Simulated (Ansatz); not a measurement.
The system is TiO2.

```
CELL_PARAMETERS angstrom
-2.97316 3.28737 3.28740
2.97316 -3.28737 3.28740
2.97316 3.28737 -3.28740
ATOMIC_POSITIONS crystal
Ti 0.00000 0.50000 0.00000
Ti 0.00000 0.00000 0.50000
Ti 0.49524 0.24524 0.25000
Ti 0.50475 0.75475 0.75000
O 0.69508 0.69523 0.50015
O 0.69508 0.19493 0.99985
O 0.80452 0.74962 0.05490
O 0.19472 0.74962 0.44510
O 0.80528 0.25038 0.55490
O 0.30492 0.80507 0.00015
O 0.19548 0.25038 0.94510
O 0.30492 0.30477 0.49985
```

The cell is a database's computed one.

* Program: Ansatz 0.2.0
* Task: relaxation of cell and atoms
* Functional: r2SCAN
* Potentials or basis: Ansatz PAW
* Cutoff: 500 eV (not typed: the program's choice for these potentials)
* k mesh: 6 × 6 × 6
* Occupations: fermi-dirac, width 0.05 eV
* Spin: no spin polarisation

At the start: volume 10.71 Å³/atom.

Problem. How do energy, volume and symmetry change on relaxing?

Solution. It ends after 8 steps and the volume is 10.40 Å³/atom (-2.9 %); space group P4_2/mnm (No. 136, to 0.05 Å).

Step by step:
| step | energy change (eV) | largest force (eV/Å) | volume (Å³) |
| --- | --- | --- | --- |
| 1 | 0.0000 | 0.1163 | 128.52 |
| 2 | -0.0732 | 0.0404 | 125.76 |
| 3 | -0.0788 | 0.0459 | 124.81 |
| 4 | -0.0802 | 0.0063 | 124.82 |
| 5 | -0.0802 | 0.0024 | 124.82 |
| 6 | -0.0777 | 0.0026 | 124.82 |
| 7 | -0.0777 | 0.0002 | 124.82 |
| 8 | -0.0777 | 0.0002 | 124.82 |

Final structure:
```
Ti O
1.0
    -2.95366    3.25039    3.25040
     2.95366   -3.25039    3.25040
     2.95366    3.25039   -3.25040
Ti O
4 8
Cartesian
  1.4768 -1.6252 1.6252
  1.4768 1.6252 -1.6252
  0.0000 1.6252 1.6252
  2.9537 1.6252 1.6252
  1.4768 1.6252 2.8954
  1.4768 4.8756 -0.3550
  0.0000 0.3550 4.8756
  2.9537 -0.3550 1.6252
  0.0000 3.6054 1.6252
  1.4768 -1.6252 3.6054
  2.9537 2.8954 -1.6252
  1.4768 1.6252 0.3550
```

Caveat: the plane-wave basis is chosen anew once the cell has moved, so the energies of steps on either side of that aren't comparable; the PAW data sets come from PBE, with cores solved anew for the run's functional, which leaves a small shift of forces and pressure.
